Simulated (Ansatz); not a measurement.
Space group P4_2/mnm (No. 136). a = 4.584 Å, b = 4.584 Å, c = 2.838 Å, α = 90.00°, β = 90.00°, γ = 90.00°
```csv
atom,site,symmetry,x,y,z
V,2a,m.mm,0.0000,0.0000,0.0000
O,4f,m.2m,0.3000,0.3000,0.0000
```

Equation of state of this VO2 structure (not necessarily the ground state), with shape and atoms relaxed at each volume where symmetry leaves them free. It has no gap at any of these volumes. The calculation used DFT PBE, scalar-relativistic, plane waves, PAW (Ansatz).

Settings: cutoff 420 eV, Γ-centred mesh 8×8×12 on the computed 6-atom cell, Gaussian smearing of 0.10 eV; collinear spin.

```tsv
V (Å³/atom)	E − E(largest V) (meV/atom)	P (GPa)
8.746	73.69	39.19
9.044	12.52	26.82
9.342	-27.27	16.31
9.640	-49.06	7.43
9.938	-55.67	0.01
10.237	-49.72	-6.10
10.535	-33.58	-10.98
10.932	0.00	-15.61
```

**Question.** Fit a third-order Birch–Murnaghan equation to E(V).

**Answer.** V0 = 9.94 Å³/atom, B0 = 220 GPa, B0' = 5.4.

Moments started parallel, and an antiferromagnetic order may lie lower.